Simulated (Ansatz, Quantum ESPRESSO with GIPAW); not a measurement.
# Assigning the 17O lines of La2O3

The values are calculated: DFT, PBEsol, plane-wave PAW (pslibrary 1.0.0 recipes), scalar-relativistic, GIPAW shieldings (Quantum ESPRESSO with GIPAW, a patched development version); field gradients by Ansatz. Shieldings are without the macroscopic shape term, which is common to all sites.

```cif
data_structure
_symmetry_space_group_name_H-M 'P 1'
_symmetry_Int_Tables_number 1
_cell_length_a 3.9308
_cell_length_b 3.9308
_cell_length_c 6.1120
_cell_angle_alpha 90.000
_cell_angle_beta 90.000
_cell_angle_gamma 120.000
_cell_volume 81.78
loop_
_atom_site_label
_atom_site_type_symbol
_atom_site_fract_x
_atom_site_fract_y
_atom_site_fract_z
_atom_site_occupancy
La1 La 0.33333 0.66667 0.24711 1
La2 La 0.66667 0.33333 0.75289 1
O3 O 0.00000 0.00000 0.00000 1
O4 O 0.33333 0.66667 0.64555 1
O5 O 0.66667 0.33333 0.35445 1
```

The cell is a computed entry of the Materials Project; it need not be the form that is stable at ambient conditions. The coordinates shown are those after relaxation (atoms relaxed).

The O sites:

```
site  atom no.  atoms in cell  site symmetry  surroundings     bonds (Å)
O(1)         3              1            -3m  bound to La6         2.726
O(2)         4              2             3m  bound to La4  2.36 to 2.44
```

The lines to be assigned:

```
line  σ_iso (ppm)  relative area  span (ppm)   skew  |C_Q| (MHz)   η_Q
   A       -385.2              1        99.2   1.00         0.52  0.00
   B       -468.1              2       193.3  -1.00         0.50  0.00
```

Simulated spectrum: 17O static powder, 7.05 T (40.7 MHz), central transition to second order, lines broadened by 5.6 ppm; the axis counts ppm from the isotropic position of the most shielded site, as −Δσ; rigid lattice, with dipolar and J couplings and satellite transitions left out.

offset (ppm), intensity and a bar:
```
      245       0.00 
      234       0.00 
      224       0.00 
      213       0.03 #
      203       0.08 ##
      193       0.09 ###
      182       0.09 ###
      172       0.09 ###
      161       0.10 ###
      151       0.10 ###
      141       0.11 ###
      130       0.11 ###
      119       0.12 ####
      109       0.13 ####
       99       0.13 ####
       88       0.15 ####
       77       0.16 #####
       67       0.18 #####
       57       0.21 ######
       46       0.25 ########
       36       0.60 ##################
       33       0.83 #########################
       26       0.85 #########################
       22       1.00 ##############################
       15       0.24 #######
        4       0.16 #####
       -6       0.13 ####
      -16       0.12 ####
      -27       0.11 ###
      -37       0.11 ###
      -48       0.10 ###
      -58       0.10 ###
      -68       0.02 #
      -79       0.00 
      -90       0.00 
      -99       0.00
```

Most prominent maxima (ppm: height): 22: 1.00.

**Question.** Which site gives which line?

A: A is O(1) (bound to La6); B is O(2) (bound to La4). The areas settle A and B, whose multiplicities are unique.

[Banner, clock, file and message-heading lines were taken out of the pw.x and gipaw.x logs.]

[Logs are printed without paths, hosts, clocks, repeated set-up lines and the standing remarks that a program may print on its own settings, such as how far it seeks lower states.]

[Hosts, paths, dates, database ids (printed as entryN), source tags and the programs' standing remarks are cut or masked in the printed files.]
